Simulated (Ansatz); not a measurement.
The system is ZrO2.

```
CELL_PARAMETERS angstrom
0.00000 2.54507 2.54507
2.54507 0.00000 2.54507
2.54507 2.54507 0.00000
ATOMIC_POSITIONS crystal
Zr 0.00000 0.00000 0.00000
O 0.75000 0.75000 0.75000
O 0.25000 0.25000 0.25000
```

Measurements of this composition are mostly on another form, of space group No. 14.

Base run:

* Program: Ansatz 0.2.0
* Functional: r2SCAN
* Potentials or basis: Ansatz PAW
* Cutoff: 500 eV (not typed: the program's choice for these potentials)
* k mesh: 9 × 9 × 9
* Occupations: fermi-dirac, width 0.05 eV
* Spin: no spin polarisation

Its results: band gap on the k mesh 3.94 eV, indirect (least direct gap 4.43 eV); pressure -0.1 GPa.

**Question.** The run is repeated on the same cell with these changes: functional from r2SCAN to PBE; cutoff from 500 eV (not typed: the program's choice for these potentials) to 420 eV (not typed: the program's choice for these potentials); occupations from fermi-dirac, width 0.05 eV to gaussian, width 0.012 eV. What comes out?

**Answer.** Band gap on the k mesh 3.41 eV, indirect (least direct gap 3.89 eV); pressure 3.7 GPa.

Caveats: the k mesh misses the band edges, so the gap on the mesh is wider than the one along the path (some runs); the PAW data sets come from PBE, with cores solved anew for the run's functional, which leaves a small shift of forces and pressure (some runs); odd divisions of the mesh miss points on the zone boundary, where band edges often lie, so the gap on the mesh can be too wide (some runs).
